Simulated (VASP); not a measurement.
# PtS2 (P-3m1) in VASP: further runs, part 2 of 2

VASP 6.6.1.

## 4. Relaxation of cell and atoms, rev-vdW-DF2

Contents of INCAR:

```
SYSTEM = PtS2
PREC = Accurate ; ENCUT = 600
EDIFF = 1E-6 ; ISMEAR = 0
SIGMA = 0.03 ; LREAL = .False.
LASPH = .True. ; NELM = 80
ALGO = Normal ; ISIF = 3
LWAVE = .False. ; LCHARG = .False.
GGA = MK ; LUSE_VDW = .True.
AGGAC = 0.0 ; PARAM1 = 0.1234
PARAM2 = 0.711357 ; ZAB_VDW = -1.8867
IBRION = 2 ; NSW = 90
EDIFFG = -0.01
```

Contents of KPOINTS:

```
Automatic mesh
0
Gamma
  9 9 5
  0 0 0
```

Contents of POSCAR:

```
PtS2
1.0
    3.5432000000      0.0000000000      0.0000000000
   -1.7716000000      3.0685012107      0.0000000000
    0.0000000000      0.0000000000      5.0388000000
Pt S
1 2
Direct
    0.0000000000      0.0000000000      0.0000000000
    0.3333333333      0.6666666667      0.2270000000
    0.6666666667      0.3333333333      0.7730000000
```

Potentials or basis: VASP PAW PBE potentials, release 64 (Pt, S).

On the command line:

```sh
cat potpaw_PBE.64/Pt/POTCAR potpaw_PBE.64/S/POTCAR > POTCAR
mpirun -np 1 vasp_std > vasp.out
```

Wall time 22 min (1 thread of Intel Xeon Platinum 8175M at 2.50GHz (Skylake/Cascade Lake), shared host); peak memory 0.42 GiB.

Results (log left out):

```yaml
Free_energy: -10.7936 eV
Relaxed_volume: 18.17 Å³/atom
Relaxed_cell: a = 3.589 Å, b = 3.589 Å, c = 4.887 Å, α = 90.00°, β = 90.00°, γ = 120.00°
Space_group_after_relaxing_to_0.05_Å: P-3m1 (No. 164)
Energy_gained_by_relaxing: 50.7 meV/atom
Ionic_steps: 20
Pressure_after_relaxing: 0.0 GPa
Largest_force_after_relaxing: 0.010 eV/Å
Band_gap_on_the_k_mesh: 0.39 eV, indirect (least direct gap 0.91 eV)
```

Forces on the atoms (eV/Å):
```
Pt   0.000  0.000  0.000
S    0.000  0.000  0.010
S    0.000  0.000 -0.010
```

Stress tensor (GPa, compression positive):
```
-0.08  0.00  0.00
 0.00 -0.08  0.00
 0.00  0.00  0.07
```

Step by step:
```tsv
step	energy change (eV)	largest force (eV/Å)	pressure (GPa)	volume (Å³)
1	0.0000	1.4232	9.80	54.78
2	0.2167	1.1498	-12.93	64.12
3	-0.1255	0.2669	-1.02	58.02
4	-0.1257	0.3028	-0.68	57.90
5	-0.1374	0.1873	-0.47	57.52
6	-0.1425	0.0515	-0.21	57.08
7	-0.1425	0.0426	-0.18	57.06
8	-0.1436	0.0564	-0.04	56.84
9	-0.1461	0.0999	0.44	56.20
10	-0.1476	0.1865	1.51	54.92
11	-0.1478	0.1832	1.52	54.90
12	-0.1482	0.1760	1.47	54.84
13	-0.1490	0.1620	1.35	54.73
14	-0.1502	0.1346	1.15	54.50
15	-0.1513	0.0809	0.77	54.05
16	-0.1513	0.0723	0.74	53.98
17	-0.1517	0.0589	0.56	54.10
18	-0.1522	0.0157	0.04	54.45
19	-0.1522	0.0086	-0.06	54.51
20	-0.1522	0.0098	-0.03	54.50
```

Final structure:
```cif
data_structure
_symmetry_space_group_name_H-M 'P 1'
_symmetry_Int_Tables_number 1
_cell_length_a 3.5886
_cell_length_b 3.5886
_cell_length_c 4.8870
_cell_angle_alpha 90.000
_cell_angle_beta 90.000
_cell_angle_gamma 120.000
_cell_volume 54.50
loop_
_atom_site_label
_atom_site_type_symbol
_atom_site_fract_x
_atom_site_fract_y
_atom_site_fract_z
_atom_site_occupancy
Pt1 Pt 0.00000 0.00000 0.00000 1
S1 S 0.33333 0.66667 0.24953 1
S2 S 0.66667 0.33333 0.75047 1
```

Levels at points of the mesh, in eV from the valence-band top:
```tsv
k point	band 9	band 10	band 11	band 12	band 13	band 14
(0.00, 0.00, 0.00)	-1.34	-1.34	0.00	1.56	1.56	4.14
```

Caveat: the PAW data sets were made with another functional, which shifts forces and pressure a little; spin-orbit coupling is left out, which moves the levels of the heavy elements; an odd mesh through Γ misses points on the zone boundary, where band edges often lie.

## 5. Relaxation of cell and atoms, rev-vdW-DF2

This run uses another cell than the first one, of 18.17 Å³/atom, 0.995 times its volume.

Edit INCAR of step 4 so:

```diff
@@ -2,3 +2,3 @@
 PREC = Accurate ; ENCUT = 600
-EDIFF = 1E-6 ; ISMEAR = 0
+EDIFF = 1E-7 ; ISMEAR = 0
 SIGMA = 0.03 ; LREAL = .False.
@@ -11,2 +11,2 @@
 IBRION = 2 ; NSW = 90
-EDIFFG = -0.01
+EDIFFG = -0.005
```

KPOINTS is that of step 4.

Contents of POSCAR:

```
PtS2                                    
1.0
    3.5886189618      0.0000000000      0.0000000000
   -1.7943094809      3.1078351854     -0.0000000000
    0.0000000000      0.0000000000      4.8869831892
  Pt              S             
     1     2
Direct
     0.0000000000000000    0.0000000000000000    0.0000000000000000
     0.3333333332999970    0.6666666667000030    0.2495327134526619
     0.6666666667000030    0.3333333332999970    0.7504672865473382
```

On the command line:

```sh
cat potpaw_PBE.64/Pt/POTCAR potpaw_PBE.64/S/POTCAR > POTCAR
mpirun -np 1 vasp_std > vasp.out
```

It took 6.2 min on 1 thread of Intel Xeon Platinum 8175M at 2.50GHz (Skylake/Cascade Lake), shared host; peak memory 0.43 GiB.

It converged, with:

```yaml
Free_energy: -10.7937 eV
Relaxed_volume: 18.16 Å³/atom
Relaxed_cell: a = 3.587 Å, b = 3.587 Å, c = 4.891 Å, α = 90.00°, β = 90.00°, γ = 120.00°
Space_group_after_relaxing_to_0.05_Å: P-3m1 (No. 164)
Energy_gained_by_relaxing: 0.0 meV/atom
Ionic_steps: 5
Pressure_after_relaxing: 0.0 GPa
Band_gap_on_the_k_mesh: 0.39 eV, indirect (least direct gap 0.92 eV)
```

Final structure:
```
Pt S
1.0
     3.58664    0.00000    0.00000
    -1.79332    3.10612    0.00000
     0.00000    0.00000    4.89051
Pt S
1 2
Direct
  0.00000 0.00000 0.00000
  0.33333 0.66667 0.24972
  0.66667 0.33333 0.75028
```

Levels at points of the mesh, in eV from the valence-band top:
| k point | band 8 | band 9 | band 10 | band 11 | band 12 | band 13 | band 14 | band 15 |
| --- | --- | --- | --- | --- | --- | --- | --- | --- |
| (0.00, 0.00, 0.00) | -2.26 | -1.33 | -1.33 | 0.00 | 1.56 | 1.56 | 4.15 | 4.97 |

Caveat: the PAW data sets were made with another functional, which shifts forces and pressure a little; spin-orbit coupling is left out, which moves the levels of the heavy elements; an odd mesh through Γ misses points on the zone boundary, where band edges often lie.

## 6. Relaxation of cell and atoms, r2SCAN

Contents of INCAR:

```
PREC = Accurate ; ENCUT = 600
EDIFF = 1E-6 ; ISMEAR = 0
SIGMA = 0.03 ; LREAL = False
LASPH = True ; NELM = 80
ALGO = Normal ; ISIF = 3
LWAVE = False ; LCHARG = False
METAGGA = R2SCAN ; LMIXTAU = True
IBRION = 2 ; NSW = 90
EDIFFG = -0.01
```

Contents of KPOINTS:

```
regular mesh
0
Gamma
  9 9 5
```

Contents of POSCAR:

```
PtS2
1.0
    3.5432000000      0.0000000000      0.0000000000
   -1.7716000000      3.0685012107      0.0000000000
    0.0000000000      0.0000000000      5.0388000000
Pt S
1 2
Direct
    0.0000000000      0.0000000000      0.0000000000
    0.3333333333      0.6666666667      0.2270000000
    0.6666666667      0.3333333333      0.7730000000
```

Potentials or basis: VASP PAW PBE potentials, release 64 (Pt, S).

On the command line:

```sh
cat potpaw_PBE.64/Pt/POTCAR potpaw_PBE.64/S/POTCAR > POTCAR
mpirun -np 1 vasp_std > vasp.out
```

It took 19 min on 1 thread of Intel Xeon 6975P-C (Granite Rapids), shared host; peak memory 0.22 GiB.

It converged, with:

- Free energy: -68.8719 eV
- Relaxed volume: 20.34 Å³/atom
- Relaxed cell: a = 3.550 Å, b = 3.550 Å, c = 5.591 Å, α = 90.00°, β = 90.00°, γ = 120.00°
- Space group after relaxing (to 0.05 Å): P-3m1 (No. 164)
- Energy gained by relaxing: 43.8 meV/atom
- Ionic steps: 21
- Pressure after relaxing: 0.0 GPa
- Largest force after relaxing: 0.006 eV/Å
- Band gap on the k mesh: 1.41 eV, indirect (least direct gap 1.48 eV)

Forces in eV/Å, atoms in the order of the input:
```
Pt   0.000  0.000  0.000
S    0.000  0.000  0.006
S    0.000  0.000 -0.006
```

The path:
```
step  energy change (eV)  largest force (eV/Å)  pressure (GPa)  volume (Å³)
   1              0.0000                1.2110            9.26        54.78
   2              0.2093                1.2900          -12.63        63.58
   3             -0.1037                0.1365           -0.71        57.75
   4             -0.1039                0.1688           -0.42        57.65
   5             -0.1167                0.0341           -0.18        57.55
   6             -0.1208                0.0915            0.04        57.45
   7             -0.1209                0.0976            0.06        57.45
   8             -0.1219                0.0569            0.37        57.51
   9             -0.1231                0.0266            1.03        57.62
  10             -0.1234                0.0248            0.98        57.67
  11             -0.1243                0.0185            0.87        57.84
  12             -0.1258                0.0070            0.63        58.17
  13             -0.1282                0.0155            0.18        58.83
  14             -0.1300                0.0593           -0.59        60.17
  15             -0.1309                0.0213           -0.32        60.45
  16             -0.1312                0.0076           -0.10        60.66
  17             -0.1310                0.0676            0.34        61.09
  18             -0.1313                0.0258            0.05        60.79
  19             -0.1313                0.0298            0.06        60.82
  20             -0.1313                0.0201            0.02        60.90
  21             -0.1313                0.0058           -0.04        61.02
```

Final structure:
```
Pt S
1.0
     3.54978    0.00000    0.00000
    -1.77489    3.07420    0.00000
     0.00000    0.00000    5.59145
Pt S
1 2
Direct
  0.00000 0.00000 0.00000
  0.33333 0.66667 0.22028
  0.66667 0.33333 0.77972
```

Levels at points of the mesh, in eV from the valence-band top:
```csv
k point,band 7,band 8,band 9,band 10,band 11,band 12,band 13,band 14,band 15
"(0.00, 0.00, 0.00)",-3.49,-1.60,-0.68,-0.68,-0.15,2.88,2.88,5.98,6.13
```

Caveat: the PAW data sets were made with another functional, which shifts forces and pressure a little; spin-orbit coupling is left out, which moves the levels of the heavy elements; an odd mesh through Γ misses points on the zone boundary, where band edges often lie; the volume moved by +11 % from the deposited cell, more than functionals usually miss.

## 7. Overview

| level | potentials or basis | gap on the mesh (eV) | pressure (GPa) | relaxed volume (Å³/atom) |
| --- | --- | --- | --- | --- |
| LDA | VASP PAW LDA potentials, release 64 (Pt, S) | none | 0.0 | 16.65 |
| rev-vdW-DF2 | VASP PAW PBE potentials, release 64 (Pt, S) | 0.39 | 0.0 | 18.16 |
| r2SCAN | VASP PAW PBE potentials, release 64 (Pt, S) | 1.41 | 0.0 | 20.34 |

Alike in all rows: task relaxation of cell and atoms; no spin polarisation; cell relaxed; k mesh 9 × 9 × 5; cutoff (eV) 600; smearing gaussian 0.03 eV.

Caveats: the PAW data sets were made with another functional, which shifts forces and pressure a little (some runs); spin-orbit coupling is left out, which moves the levels of the heavy elements (some runs); an odd mesh through Γ misses points on the zone boundary, where band edges often lie (some runs); the volume moved by +11 % from the deposited cell, more than functionals usually miss (some runs).

Absolute energies hang on the potentials; compare differences alone.
